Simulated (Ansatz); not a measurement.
# LiNbO3: the cost of one run

Program: Ansatz 0.2.0. Level of theory: DFT PBEsol, scalar-relativistic, plane waves, PAW. These are calculated values, not measurements.

### 1 The structure to begin with

Symmetry: R3c, No. 161, trigonal system. The conventional cell has a = 5.152 Å, b = 5.152 Å, c = 13.869 Å, α = 90.00°, β = 90.00°, γ = 120.00°. Around Li (site symmetry 3) lie 6 O at 2.07 to 2.24 Å. Around Nb (site symmetry 3) lie 6 O at 1.88 to 2.13 Å. O (site symmetry 1) is surrounded by 2 Nb at 1.88 to 2.13 Å and 2 Li at 2.07 to 2.24 Å.

Structure file:

```cif
data_structure
_symmetry_space_group_name_H-M 'P 1'
_symmetry_Int_Tables_number 1
_cell_length_a 5.4971
_cell_length_b 5.4971
_cell_length_c 5.4971
_cell_angle_alpha 55.883
_cell_angle_beta 55.883
_cell_angle_gamma 55.883
_cell_volume 106.25
loop_
_atom_site_label
_atom_site_type_symbol
_atom_site_fract_x
_atom_site_fract_y
_atom_site_fract_z
_atom_site_occupancy
Li1 Li 0.28150 0.28150 0.28150 1
Li2 Li 0.78150 0.78150 0.78150 1
Nb1 Nb 0.00006 0.00006 0.00006 1
Nb2 Nb 0.50006 0.50006 0.50006 1
O1 O 0.11231 0.35836 0.71959 1
O2 O 0.71959 0.11231 0.35836 1
O3 O 0.35836 0.71959 0.11231 1
O4 O 0.21959 0.85836 0.61231 1
O5 O 0.85836 0.61231 0.21959 1
O6 O 0.61231 0.21959 0.85836 1
```

Source of the structure: the Crystallography Open Database.

(A quick probe on a coarse mesh, which set the mesh and smearing, is not shown.)

### 3 Full relaxation

Input file input.yaml:

```yaml
crystal:
  lattice:
    - [2.5758, 1.4871388234, 4.623]
    - [-2.5758, 1.4871388234, 4.623]
    - [0.0, -2.9742776468, 4.623]
  atoms:
    - { symbol: Li, position: [0.2815, 0.2815, 0.2815] }
    - { symbol: Li, position: [0.7815, 0.7815, 0.7815] }
    - { symbol: Nb, position: [5.5e-05, 5.5e-05, 5.5e-05] }
    - { symbol: Nb, position: [0.500055, 0.500055, 0.500055] }
    - { symbol: O, position: [0.11231, 0.35836, 0.71959] }
    - { symbol: O, position: [0.71959, 0.11231, 0.35836] }
    - { symbol: O, position: [0.35836, 0.71959, 0.11231] }
    - { symbol: O, position: [0.21959, 0.85836, 0.61231] }
    - { symbol: O, position: [0.85836, 0.61231, 0.21959] }
    - { symbol: O, position: [0.61231, 0.21959, 0.85836] }
basis:
  ecutwfc: 420
kpoints:
  mp_grid: { grid: [6, 6, 6] }
hamiltonian:
  xc: pbesol
scf:
  occupations: { method: gaussian, width: 0.02 }
output:
  forces: true
  stress: true
  eigenvalues: true
  write_density: true
  write_potential: true
  elf: true
  volumetric_format: npy
relax:
  adjacent_minimum: "off"
  f_tol: 0.005
  max_steps: 80
  cell: { stress_tol: 0.05 }
```

On the command line:

```sh
$ ansatz run input.yaml --threads 4 --pin off --max-ram 10240MiB --backend cpu --events-out ev --progress --plain --runs-dir out
```

What time and memory should one allow on 4 threads of AMD EPYC 9R45 (Zen 5), shared host?

About 12 s, with a peak of 0.57 GiB.
